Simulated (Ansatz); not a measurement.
# Dielectric response of MgO (001) films, part 2 of 4

Aim: the electronic and static ε of rocksalt MgO (001) from films of three thicknesses in a field.

Ansatz 0.2.0; plane-wave DFT, PBEsol, Ansatz PAW.

So far. Step 2 (Relaxing the film, 6 atoms, units 3): The gap is 3.55 eV, with the valence edge 5.27 eV and the conduction edge 1.72 eV under the upper vacuum level. Step 3 (Single point on the relaxed film, 6 atoms, units 3): The gap is 3.55 eV, with the valence edge 5.27 eV and the conduction edge 1.72 eV under the upper vacuum level.

## 4. Single point, 6 atoms, units 3, field 0.05 V/Å

A sawtooth potential applies the field, turning back in the middle of the vacuum. With the dipole correction the typed value is the field outside the slab. The induced dipole is small, so the SCF threshold is tight.

input.yaml reads:

```yaml
crystal:
  lattice:
    - [2.97691955, 0.0, 0.0]
    - [0.0, 2.97691955, 0.0]
    - [0.0, 0.0, 22.21]
  atoms:
    - { symbol: Mg, position: [0.5, 0.5, 0.4060444375] }
    - { symbol: O, position: [0.0, 0.0, 0.4040113676] }
    - { symbol: Mg, position: [0.0, 0.0, 0.5000000002] }
    - { symbol: O, position: [0.5, 0.5, 0.4999999998] }
    - { symbol: Mg, position: [0.5, 0.5, 0.5939555623] }
    - { symbol: O, position: [0.0, 0.0, 0.5959886326] }
kpoints:
  mp_grid: { grid: [10, 10, 1] }
hamiltonian:
  xc: pbesol
scf:
  occupations: { method: fixed }
  convergence: { dr2_threshold: 1.0e-10 }
efield:
  axis: 3
  dipole_correction: true
  ramp_position: 0.97
  ramp_width: 0.06
  amplitude: 0.05
output:
  write_potential: true
  write_density: true
  volumetric_format: npy
```

Command:

```bash
$ ansatz run input.yaml --threads 4 --pin off --max-ram 8192MiB --backend cpu --events-out ev --progress --plain --runs-dir out
```

Numbers of over 12 decimals in the logs are rounded to 6 here.

Output:

```text
[...]
Crystal: 6 atoms, lattice volume = 196.826 Å³
Basis set: ecut = 420 eV, 3727 PW (Γ)
Bands: 30, of which v1, the nominal top of the filled ones, is band 24 counted from 1 (23 counted from 0)
Symmetry: 8 space group operations
k-points: 21 of 100
[...]
SCF iter   1: F=—  HF=-7432.070990 eV  |F-HF|=—  |Δ(HF+E_count)|=         —  Δρ=8.62e-2  dr2=1.79e1  ethr=3.10e-3  p=0.018 e·Å  D=1.62e-2 V/Å  ΔV_dip=-0.36 eV  dr2_dipole=1.22e-4  V_vac-E_F(+/−)=12.91/12.26 eV  ⟨swp⟩=6.4  Hψ=2659  notcnv=0  defer=72
[...]
SCF iter  12: F=-7426.494354 eV  HF=-7426.494354 eV  |F-HF|=1.00e-11  |Δ(HF+E_count)|=  5.91e-11  Δρ=2.20e-7  dr2=5.27e-11  ethr=1.00e-12  p=0.013 e·Å  D=1.21e-2 V/Å  ΔV_dip=-0.27 eV  dr2_dipole=3.30e-14  V_vac-E_F(+/−)=5.62/4.88 eV  ⟨swp⟩=14.2  Hψ=2974  notcnv=0
SCF 1 converged in 12 iterations: F = -7426.494354 eV  dr2 = 5.27e-11
[...]
SCF converged after 12 iterations
[...]
Free energy (F): -7426.494354 eV
[...]
Internal energy: -7426.494354 eV  (E = F + TS)
E sigma→0 (E₀):  -7426.494354 eV
Fermi energy:    -1.482102 eV
Dipole field:    D = 0.012098 V/Å  (p = 0.013159 e·Å, saw-weighted, corrected)
Work function:   not extracted (applied field tilts the vacuum); planar V_es + V_field profile in the machine report
[...]
--- Band table (eV; the first three rows and the last of 21) ---
  k-point 0: bands = [... 20 lower, -1.8098, -1.8098, -1.4821, -1.4821, 2.0562, 2.6379, 3.6971, 4.4267, ... 2 higher]
  k-point 1: bands = [... 20 lower, -1.8861, -1.8025, -1.7421, -1.4970, 2.3625, 2.7908, 3.8860, 4.6038, ... 2 higher]
  k-point 2: bands = [... 20 lower, -2.3618, -1.7833, -1.7501, -1.5406, 3.0134, 3.2291, 4.4285, 5.1066, ... 2 higher]
  k-point 20: bands = [... 20 lower, -3.1587, -3.1368, -2.1750, -1.9313, 6.9840, 7.3309, 8.1064, 8.1064, ... 2 higher]
```

It took 4 s on 4 threads of Intel Xeon Platinum 8259CL at 2.50GHz (Skylake/Cascade Lake), shared host; peak memory 0.49 GiB.

This step gave:

| Quantity | Value |
| --- | --- |
| gap on the k-mesh | 3.538 eV |
| dipole along the normal | 0.01316 e·Å |

The dipole is 0.0132 e·Å, and the gap on the mesh 3.538 eV.

## 5. Single point, 6 atoms, units 3, field -0.05 V/Å

input.yaml, as its differences from that of step 4:

```diff
@@ -24,3 +24,3 @@
   ramp_width: 0.06
-  amplitude: 0.05
+  amplitude: -0.05
 output:
```

Output:

```text
[...]
Crystal: 6 atoms, lattice volume = 196.826 Å³
Basis set: ecut = 420 eV, 3727 PW (Γ)
Bands: 30, of which v1, the nominal top of the filled ones, is band 24 counted from 1 (23 counted from 0)
Symmetry: 8 space group operations
k-points: 21 of 100
[...]
k-point 0: bands = [... 20 lower, -1.8098, -1.8098, -1.4821, -1.4821, 2.0562, 2.6379, 3.6971, 4.4267, ... 2 higher]
  k-point 1: bands = [... 20 lower, -1.8862, -1.8025, -1.7421, -1.4970, 2.3625, 2.7908, 3.8860, 4.6038, ... 2 higher]
  k-point 2: bands = [... 20 lower, -2.3619, -1.7833, -1.7501, -1.5406, 3.0134, 3.2291, 4.4285, 5.1066, ... 2 higher]
  k-point 20: bands = [... 20 lower, -3.1587, -3.1368, -2.1750, -1.9313, 6.9840, 7.3309, 8.1063, 8.1063, ... 2 higher]
[key lines of the parts left out:]
SCF converged after 13 iterations
Free energy (F): -7426.494354 eV
Fermi energy:    -1.482113 eV
Dipole field:    D = -0.012097 V/Å  (p = -0.013159 e·Å, saw-weighted, corrected)
```

Elapsed: 4.3 s, on 4 threads; peak memory 0.5 GiB; 16 s of CPU time.

The dipole is -0.0132 e·Å, and the gap on the mesh 3.538 eV.

## 6. Response with the atoms held, 6 atoms, units 3

This step: plane-wave DFT, PBEsol, Ansatz PAW; response to a field along the normal, atoms held (Ansatz 0.2.0).

The two fields give this film's response with the atoms held: the electronic part.

This step gave:

```
equivalent conductor thickness p/(ε₀AE) : 5.374 Å
distance between the outer atoms        : 4.264 Å
thickness                               : 6.315 Å
```

Local field over the applied field, running mean. From the potentials at -0.05 and 0.05 V/Å; running mean over 2.105 Å, taken twice. Local field over applied field against z:

```tsv
z (Å)	local field over applied field
4.0	0.999
4.5	0.997
5.0	0.991
5.5	0.977
6.0	0.943
6.5	0.876
7.0	0.768
7.5	0.628
8.0	0.481
8.5	0.362
9.0	0.291
9.5	0.265
10.0	0.270
10.5	0.283
11.0	0.288
11.5	0.286
12.0	0.275
12.5	0.265
13.0	0.275
13.5	0.326
14.0	0.426
14.5	0.565
15.0	0.712
15.5	0.835
16.0	0.920
16.5	0.966
17.0	0.987
17.5	0.995
18.0	0.998
```

Electrons, planar mean, per unit field. Table of induced electron density by z:

z (Å), induced electron density (e/Å³ per V/Å) and a bar from the least value:
```
     4.00    0.00000 ###############
     4.44    0.00001 ###############
     4.74    0.00001 ###############
     5.18    0.00004 ###############
     5.48    0.00007 ###############
     5.92    0.00017 ################
     6.37    0.00040 #################
     6.66    0.00069 ##################
     7.11    0.00150 ######################
     7.40    0.00230 #########################
     7.85    0.00342 ##############################
     8.29    0.00284 ###########################
     8.59    0.00039 #################
     9.03    0.00057 #################
     9.33   -0.00123 ##########
     9.77   -0.00188 #######
    10.22    0.00075 ##################
    10.51    0.00179 #######################
    10.96   -0.00007 ###############
    11.25    0.00007 ###############
    11.70   -0.00179 #######
    11.99   -0.00075 ############
    12.44    0.00188 #######################
    12.88    0.00123 ####################
    13.18   -0.00057 ############
    13.62   -0.00040 #############
    13.92   -0.00284 ###
    14.36   -0.00341 
    14.81   -0.00229 #####
    15.10   -0.00150 ########
    15.55   -0.00070 ############
    15.84   -0.00040 #############
    16.29   -0.00017 ##############
    16.73   -0.00007 ###############
    17.03   -0.00004 ###############
    17.47   -0.00001 ###############
    17.77   -0.00001 ###############
    18.21    0.00000 ###############
```

By hand: between -0.05 and 0.05 V/Å the dipole changes by 0.02632 e·Å, a slope of 0.2632 e·Å²/V. A perfect conductor of thickness t has p = ε₀AEt, so t = 180.95 × 0.2632 / 8.862 = 5.37 Å (e/ε₀ = 180.95 V·Å, A in Å²).

The induced dipole is that of a conductor 5.37 Å thick.

## 7. Relaxing in the field, 6 atoms, field 0.05 V/Å

This step: plane-wave DFT, PBEsol, Ansatz PAW (Ansatz 0.2.0).

Now the atoms may follow the field. A weak field makes forces of meV/Å to tens of meV/Å, so the force tolerance is set well below the usual one.

input.yaml, as its differences from that of step 5:

```diff
@@ -24,3 +24,6 @@
   ramp_width: 0.06
-  amplitude: -0.05
+  amplitude: 0.05
+relax:
+  f_tol: 0.0006
+  max_steps: 70
 output:
```

Output:

```text
[...]
Crystal: 6 atoms, lattice volume = 196.826 Å³
Basis set: ecut = 420 eV, 3727 PW (Γ), exchange–correlation on 40×40×300 points (8 copies of the dense FFT grid, shifted against one another)
Bands: 30, of which v1, the nominal top of the filled ones, is band 24 counted from 1 (23 counted from 0)
Symmetry: 8 space group operations
k-points: 21 of 100
[...]
SCF iter   1: F=—  HF=-7432.070710 eV  |F-HF|=—  |Δ(HF+E_count)|=         —  Δρ=8.62e-2  dr2=1.79e1  ethr=3.10e-3  p=0.018 e·Å  D=1.62e-2 V/Å  ΔV_dip=-0.36 eV  dr2_dipole=1.22e-4  V_vac-E_F(+/−)=12.91/12.26 eV  ⟨swp⟩=6.4  Hψ=2656  notcnv=0  defer=72
[...]
SCF iter  12: F=-7426.494284 eV  HF=-7426.494284 eV  |F-HF|=4.64e-11  |Δ(HF+E_count)|=  1.25e-10  Δρ=2.14e-7  dr2=4.61e-11  ethr=1.00e-12  p=0.013 e·Å  D=1.21e-2 V/Å  ΔV_dip=-0.27 eV  dr2_dipole=4.76e-14  V_vac-E_F(+/−)=5.62/4.88 eV  ⟨swp⟩=8.0  Hψ=3352  notcnv=0
SCF 1 converged in 12 iterations: F = -7426.494284 eV  dr2 = 4.61e-11
[...]
relax step   1: F+E_penalty+E_count = -7426.49428446 eV  Δ(F+E_penalty+E_count) = +0.000e0 eV  max|allowed force component| = 2.941e-2 eV/Å  Δτ_max = 0.0000 Å  (12 SCF iters, accepted)
[...]
SCF iter   7: F=-7426.494356 eV  HF=-7426.494356 eV  |F-HF|=4.18e-11  |Δ(HF+E_count)|=  3.04e-10  Δρ=1.34e-7  dr2=3.30e-11  ethr=1.00e-12  p=0.015 e·Å  D=1.41e-2 V/Å  ΔV_dip=-0.31 eV  dr2_dipole=6.88e-14  V_vac-E_F(+/−)=5.60/4.91 eV  ⟨swp⟩=8.0  Hψ=3258  notcnv=0
SCF 2 converged in 7 iterations: F = -7426.494356 eV  dr2 = 3.30e-11
relax step   2: F+E_penalty+E_count = -7426.49435583 eV  Δ(F+E_penalty+E_count) = -7.137e-5 eV  max|allowed force component| = 1.820e-2 eV/Å  Δτ_max = 0.0011 Å  (7 SCF iters, accepted)
SCF iter   1: F=—  HF=-7426.494377 eV  |F-HF|=—  |Δ(HF+E_count)|=         —  Δρ=3.88e-5  dr2=2.35e-5  ethr=3.13e-7  p=0.015 e·Å  D=1.41e-2 V/Å  ΔV_dip=-0.31 eV  dr2_dipole=7.87e-6  V_vac-E_F(+/−)=5.60/4.91 eV  ⟨swp⟩=2.3  Hψ=1220  notcnv=0  defer=77
[...]
SCF iter   7: F=-7426.494371 eV  HF=-7426.494371 eV  |F-HF|=3.91e-11  |Δ(HF+E_count)|=  3.09e-11  Δρ=9.97e-8  dr2=1.83e-11  ethr=1.00e-12  p=0.017 e·Å  D=1.53e-2 V/Å  ΔV_dip=-0.34 eV  dr2_dipole=6.41e-13  V_vac-E_F(+/−)=5.59/4.92 eV  ⟨swp⟩=8.0  Hψ=3206  notcnv=0
SCF 3 converged in 7 iterations: F = -7426.494371 eV  dr2 = 1.83e-11
relax step   3: F+E_penalty+E_count = -7426.49437129 eV  Δ(F+E_penalty+E_count) = -1.546e-5 eV  max|allowed force component| = 8.572e-4 eV/Å  Δτ_max = 0.0007 Å  (7 SCF iters, accepted)
SCF iter   1: F=—  HF=-7426.494371 eV  |F-HF|=—  |Δ(HF+E_count)|=         —  Δρ=5.02e-6  dr2=9.22e-8  ethr=8.21e-9  p=0.017 e·Å  D=1.53e-2 V/Å  ΔV_dip=-0.34 eV  dr2_dipole=4.12e-10  V_vac-E_F(+/−)=5.59/4.92 eV  ⟨swp⟩=3.2  Hψ=1639  notcnv=0  defer=57
[...]
SCF iter   5: F=-7426.494371 eV  HF=-7426.494371 eV  |F-HF|=8.09e-11  |Δ(HF+E_count)|=  1.79e-10  Δρ=7.89e-8  dr2=1.19e-11  ethr=1.00e-12  p=0.017 e·Å  D=1.53e-2 V/Å  ΔV_dip=-0.34 eV  dr2_dipole=6.57e-14  V_vac-E_F(+/−)=5.59/4.92 eV  ⟨swp⟩=8.0  Hψ=3255  notcnv=0
SCF 4 converged in 5 iterations: F = -7426.494371 eV  dr2 = 1.19e-11
relax step   4: F+E_penalty+E_count = -7426.49437141 eV  Δ(F+E_penalty+E_count) = -1.131e-7 eV  max|allowed force component| = 3.330e-4 eV/Å  Δτ_max = 0.0001 Å  (5 SCF iters, accepted)
NSCF: frozen V_eff on 21 k-points
the search or the solves at the SCF's close seem to have found levels that the self-consistency loop had missed (the run counts 1). By its estimate they hold under 1e-12 electrons; where the run keeps them, the occupations were computed again with them
[...]
SCF converged after 5 iterations
[...]
Free energy (F): -7426.494371 eV
[...]
Internal energy: -7426.494371 eV  (E = F + TS)
E sigma→0 (E₀):  -7426.494371 eV
Fermi energy:    -1.483633 eV
Dipole field:    D = 0.015259 V/Å  (p = 0.016598 e·Å, saw-weighted, corrected)
Work function:   not extracted (applied field tilts the vacuum); planar V_es + V_field profile in the machine report
[...]
--- Forces (eV/Å), atoms counted from 1 ---
  atom   1  Mg    -0.00000000     0.00000000    -0.00033270
  atom   2  O      0.00000000     0.00000000    -0.00012787
  atom   3  Mg     0.00000000     0.00000000     0.00019650
  atom   4  O      0.00000000     0.00000000     0.00025562
  atom   5  Mg    -0.00000000     0.00000000    -0.00003180
  atom   6  O     -0.00000000     0.00000000     0.00004180
  max |Σ_I F_I| component: 1.55e-6 eV/Å
--- Band table (eV; the first three rows and the last of 21) ---
  k-point 0: bands = [... 20 lower, -1.8076, -1.8076, -1.4836, -1.4836, 2.0634, 2.6350, 3.7263, 4.4180, ... 2 higher]
  k-point 1: bands = [... 20 lower, -1.8853, -1.8002, -1.7432, -1.4987, 2.3731, 2.7845, 3.9164, 4.5954, ... 2 higher]
  k-point 2: bands = [... 20 lower, -2.3617, -1.7803, -1.7501, -1.5429, 3.0387, 3.2081, 4.4613, 5.0986, ... 2 higher]
  k-point 20: bands = [... 20 lower, -3.1591, -3.1356, -2.1706, -1.9347, 6.9900, 7.3259, 8.1070, 8.1070, ... 2 higher]
--- Relaxed structure (4 steps of the walk, 4 accepted, 0 SCFs on fresh bases) ---
  F+E_penalty+E_count = -7426.49437141 eV   max|allowed force component| = 3.330e-4 eV/Å
  atoms:
    - { symbol: Mg, position: [0.5, 0.5, 0.406079] }
    - { symbol: O, position: [0, 0.0, 0.403938] }
    - { symbol: Mg, position: [0, 0.0, 0.500042] }
    - { symbol: O, position: [0.5, 0.5, 0.499971] }
    - { symbol: Mg, position: [0.5, 0.5, 0.594023] }
    - { symbol: O, position: [0, 0.0, 0.595946] }
```

The job ended after 9.5 s (4 threads; peak memory 0.49 GiB).

No atom moved by 0.005 Å in the relaxation.

Numbers from this step:

- gap on the k-mesh: 3.547 eV
- dipole along the normal: 0.01660 e·Å

The relaxation took 4 steps and lowered the energy by 8.7e-5 eV; the largest force on the free atoms ends at 3.3e-4 eV/Å.

The dipole is 0.0166 e·Å, and the gap on the mesh 3.547 eV.

## 8. Relaxing in the field, 6 atoms, field -0.05 V/Å

The opposite sign, again from the field-free geometry; the difference of the two cancels what relaxes without a field.

input.yaml, as its differences from that of step 7:

```diff
@@ -24,3 +24,3 @@
   ramp_width: 0.06
-  amplitude: 0.05
+  amplitude: -0.05
 relax:
```

Output:

```text
[...]
Crystal: 6 atoms, lattice volume = 196.826 Å³
Basis set: ecut = 420 eV, 3727 PW (Γ), exchange–correlation on 40×40×300 points (8 copies of the dense FFT grid, shifted against one another)
Bands: 30, of which v1, the nominal top of the filled ones, is band 24 counted from 1 (23 counted from 0)
Symmetry: 8 space group operations
k-points: 21 of 100
[...]
--- Relaxed structure (4 steps of the walk, 4 accepted, 0 SCFs on fresh bases) ---
  F+E_penalty+E_count = -7426.49437141 eV   max|allowed force component| = 3.332e-4 eV/Å
  atoms:
    - { symbol: Mg, position: [0.5, 0.5, 0.405977] }
    - { symbol: O, position: [0, 0.0, 0.404054] }
    - { symbol: Mg, position: [0, 0.0, 0.499958] }
    - { symbol: O, position: [0.5, 0.5, 0.500029] }
    - { symbol: Mg, position: [0.5, 0.5, 0.593921] }
    - { symbol: O, position: [0, 0.0, 0.596062] }
[key lines of the parts left out:]
SCF converged after 5 iterations
Free energy (F): -7426.494371 eV
Fermi energy:    -1.483633 eV
Dipole field:    D = -0.015259 V/Å  (p = -0.016598 e·Å, saw-weighted, corrected)
```

It took 8.9 s on 4 threads; peak memory 0.49 GiB.

Hardly anything moved in the relaxation; the energy changed by under 0.2 meV an atom.

The relaxation took 4 steps and lowered the energy by 8.7e-5 eV; the largest force on the free atoms ends at 3.3e-4 eV/Å.

The dipole is -0.0166 e·Å, and the gap on the mesh 3.547 eV.

## 9. Response with the atoms relaxed, 6 atoms, units 3

This step: plane-wave DFT, PBEsol, Ansatz PAW; response to a field along the normal, atoms relaxed (Ansatz 0.2.0).

The two relaxed runs give the static response.

Numbers from this step:

```yaml
equivalent_conductor_thickness_p_eps_0ae: 6.778 Å
```

Local field over the applied field, running mean. From the potentials at -0.05 and 0.05 V/Å; running mean over 2.105 Å, taken twice. Local field over applied field against z:

z (Å), local field over applied field and a bar:
```
      4.0      0.999 ##############################
      4.5      0.997 ##############################
      5.0      0.993 ##############################
      5.5      0.981 #############################
      6.0      0.950 ############################
      6.5      0.875 ##########################
      7.0      0.751 ######################
      7.5      0.565 #################
      8.0      0.354 ##########
      8.5      0.189 #####
      9.0      0.079 #
      9.5      0.032 
     10.0      0.048 #
     10.5      0.071 #
     11.0      0.066 #
     11.5      0.069 #
     12.0      0.061 #
     12.5      0.033 
     13.0      0.051 #
     13.5      0.138 ###
     14.0      0.275 ########
     14.5      0.477 ##############
     15.0      0.679 ####################
     15.5      0.830 #########################
     16.0      0.926 ############################
     16.5      0.971 #############################
     17.0      0.989 ##############################
     17.5      0.996 ##############################
     18.0      0.999 ##############################
```

The induced dipole is that of a conductor 6.78 Å thick.

## 10. Relaxing the film, 10 atoms, units 5

This step: plane-wave DFT, PBEsol, Ansatz PAW (Ansatz 0.2.0).

System of this step: MgO (001), 5 units. The cell holds 10 atoms: 5 Mg and 5 O. Its edges and angles: a = 2.977 Å, b = 2.977 Å, c = 26.420 Å, α = 90.0°, β = 90.0°, γ = 90.0°. It derives from MgO (rocksalt MgO). Vacuum lies along c.

The next thickness, treated alike, so that differences show the interior and the faces cancel.

input.yaml reads:

```yaml
crystal:
  lattice:
    - [2.97691955, 0.0, 0.0]
    - [0.0, 2.97691955, 0.0]
    - [0.0, 0.0, 26.42]
  atoms:
    - { symbol: Mg, position: [0.5, 0.5, 0.340651022] }
    - { symbol: O, position: [0.0, 0.0, 0.340651022] }
    - { symbol: Mg, position: [0.0, 0.0, 0.420325511] }
    - { symbol: O, position: [0.5, 0.5, 0.420325511] }
    - { symbol: Mg, position: [0.5, 0.5, 0.5] }
    - { symbol: O, position: [0.0, 0.0, 0.5] }
    - { symbol: Mg, position: [0.0, 0.0, 0.579674489] }
    - { symbol: O, position: [0.5, 0.5, 0.579674489] }
    - { symbol: Mg, position: [0.5, 0.5, 0.659348978] }
    - { symbol: O, position: [0.0, 0.0, 0.659348978] }
kpoints:
  mp_grid: { grid: [10, 10, 1] }
hamiltonian:
  xc: pbesol
scf:
  occupations: { method: fixed }
  convergence: { dr2_threshold: 1.0e-09 }
efield:
  axis: 3
  dipole_correction: true
  ramp_position: 0.97
  ramp_width: 0.06
relax:
  f_tol: 0.003
  max_steps: 100
output:
  write_potential: true
  write_density: true
  volumetric_format: npy
```

Output:

```text
[...]
Crystal: 10 atoms, lattice volume = 234.135 Å³
Basis set: ecut = 420 eV, 4453 PW (Γ), exchange–correlation on 40×40×360 points (8 copies of the dense FFT grid, shifted against one another)
Bands: 50, of which v1, the nominal top of the filled ones, is band 40 counted from 1 (39 counted from 0)
Symmetry: 8 space group operations
k-points: 21 of 100
[...]
- { symbol: O, position: [0, 0.0, 0.339493] }
    - { symbol: Mg, position: [0, 0.0, 0.420051] }
    - { symbol: O, position: [0.5, 0.5, 0.420343] }
    - { symbol: Mg, position: [0.5, 0.5, 0.500000] }
    - { symbol: O, position: [0, 0.0, 0.500000] }
    - { symbol: Mg, position: [0, 0.0, 0.579949] }
    - { symbol: O, position: [0.5, 0.5, 0.579657] }
    - { symbol: Mg, position: [0.5, 0.5, 0.658741] }
    - { symbol: O, position: [0, 0.0, 0.660507] }
[key lines of the parts left out:]
SCF converged after 7 iterations
Free energy (F): -12378.237561 eV
Fermi energy:    0.035696 eV
Dipole field:    D = -0.000000 V/Å  (p = -0.000000 e·Å, saw-weighted, corrected)
Work function:   Φ+ = 5.2654 eV   Φ− = 5.2655 eV
```

Run time: 17 s. Hardware: 4 threads; peak memory 0.67 GiB.

Step by step:

```tsv
step	energy less that of the first step (eV)	largest force component (eV/Å)
1	0.0000	0.4434
2	-0.0193	0.0806
3	-0.0201	0.0212
4	-0.0202	0.0010
```

Forces are held to the 8 operations that the run works with; a distortion that breaks them can't arise in this run.

The atoms that moved most (Å):

```tsv
atom	dx	dy	dz	length
O10	0.000	0.000	0.031	0.031
O2	0.000	0.000	-0.031	0.031
Mg9	0.000	0.000	-0.016	0.016
Mg1	0.000	0.000	0.016	0.016
Mg3	0.000	0.000	-0.007	0.007
Mg7	0.000	0.000	0.007	0.007
```

Final coordinates:

```cif
data_structure
_symmetry_space_group_name_H-M 'P 1'
_symmetry_Int_Tables_number 1
_cell_length_a 2.9769
_cell_length_b 2.9769
_cell_length_c 26.4200
_cell_angle_alpha 90.000
_cell_angle_beta 90.000
_cell_angle_gamma 90.000
_cell_volume 234.14
loop_
_atom_site_label
_atom_site_type_symbol
_atom_site_fract_x
_atom_site_fract_y
_atom_site_fract_z
_atom_site_occupancy
Mg1 Mg 0.50000 0.50000 0.34126 1
O2 O 0.00000 0.00000 0.33949 1
Mg3 Mg 0.00000 0.00000 0.42005 1
O4 O 0.50000 0.50000 0.42034 1
Mg5 Mg 0.50000 0.50000 0.50000 1
O6 O 0.00000 0.00000 0.50000 1
Mg7 Mg 0.00000 0.00000 0.57995 1
O8 O 0.50000 0.50000 0.57966 1
Mg9 Mg 0.50000 0.50000 0.65874 1
O10 O 0.00000 0.00000 0.66051 1
```

The relaxation took 4 steps and lowered the energy by 0.020 eV; the largest force on the free atoms ends at 0.0010 eV/Å.

The gap is 3.70 eV, with the valence edge 5.27 eV and the conduction edge 1.57 eV under the upper vacuum level.

[end of part 2 of 4]

[Logs are printed without paths, hosts, clocks, repeated set-up lines and the standing remarks that a program may print on its own settings, such as how far it seeks lower states.]

[Hosts, paths, dates, database ids (printed as entryN), source tags and the programs' standing remarks are cut or masked in the printed files.]

[Maps of the electrostatic potential energy from Ansatz leave out the sawtooth potential of an applied field or a dipole correction, so their vacuum need not be flat; planar profiles and work functions include it.]
